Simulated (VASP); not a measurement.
Ba:

```xyz
1
Lattice="3.9177 0.0000 0.0000 0.0000 3.9177 0.0000 0.0000 0.0000 3.9177" Properties=species:S:1:pos:R:3 pbc="T T T"
Ba    0.0000    0.0000    0.0000
```

This isn't the form of Ba at room conditions, which is bcc.

| Quantity | Value |
| --- | --- |
| Program | VASP 6.6.1 |
| Task | single point |
| Functional | PBE |
| Potentials or basis | VASP PAW PBE potentials, release 64 (Ba_sv) |
| Cutoff | 520 eV |
| k mesh | 7 × 7 × 7 |
| Occupations | fermi-dirac, width 0.05 eV |
| Spin | no spin polarisation |

On this cell: pressure 0.4 GPa; band gap on the k mesh 0.15 eV, indirect (least direct gap 0.22 eV).

The same run follows on a disturbed copy (cell strained at random at fixed volume):

```
Ba
1.0
     3.95249   -0.02723   -0.05295
    -0.02723    3.92735   -0.00032
    -0.05295   -0.00032    3.87462
Ba
1
Direct
  0.00274 0.00448 0.98942
```

What changes?

The energy moves by +0.3 meV/atom; pressure 0.4 GPa; band gap on the k mesh 0.07 eV, direct.

Stress tensor (GPa, compression positive):
```
 0.10 -0.09 -0.15
-0.09  0.25  0.00
-0.15  0.00  0.74
```

Caveats: spin-orbit coupling is left out, which moves the levels of the heavy elements; an odd mesh through Γ misses points on the zone boundary, where band edges often lie.
